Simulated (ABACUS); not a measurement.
# AlN: equation of state with PBE

Crystal: AlN.

```xyz
4
Lattice="3.1130 0.0000 0.0000 -1.5565 2.6959 0.0000 0.0000 0.0000 4.9810" Properties=species:S:1:pos:R:3 pbc="T T T"
Al    1.5565    0.8986    2.4905
Al    0.0000    1.7973    0.0000
N     1.5565    0.8986    4.3833
N     0.0000    1.7973    1.8928
```

* Program: ABACUS 3.10.1
* Task: equation of state
* Functional: PBE
* Potentials or basis: PseudoDojo NC SR 0.5 PBE standard
* Cutoff: 1361 eV
* Density cutoff: 5442 eV
* Basis: TZDP LCAO (the cutoffs set its grid)
* k mesh: 9 × 9 × 6
* Occupations: fermi-dirac, width 0.05 eV
* Spin: no spin polarisation
* Orbital files: Al Al_confined-atom_8au_3s3p2d1f.orb, N N_confined-atom_6au_3s3p2d1f.orb
* Radial cutoff of the potentials (pseudo_rcut): 10 bohr
* SCF threshold on the density: 1e-07
* Max SCF steps: 100
* Eigensolver: genelpa
* Mixing: broyden
* Mixing share: 0.7
* Symmetry key: 1
* Bands: 12

```yaml
Equilibrium_volume: 10.63 Å³/atom
Bulk_modulus_at_fixed_shape_and_positions: 196 GPa
Pressure_derivative_of_the_bulk_modulus: "4.1 (rough: it moves with the points fitted)"
```

Energy against volume, from the lowest point:
```tsv
volume (Å³/atom)	energy (meV/atom)
9.824	42.87
10.242	9.26
10.660	0.00
11.078	10.65
```

All runs of the series together: 45 s on 4 threads of AMD EPYC 9R45 (Zen 5), on a shared host.

Caveat: the atomic orbitals were generated for these runs and aren't a published set; the cell was scaled at fixed shape and fractional positions, which overstates the stiffness of a crystal with free parameters, most of all of layers and chains; the basis of atomic orbitals isn't converged, which shifts pressures, moduli and gaps.
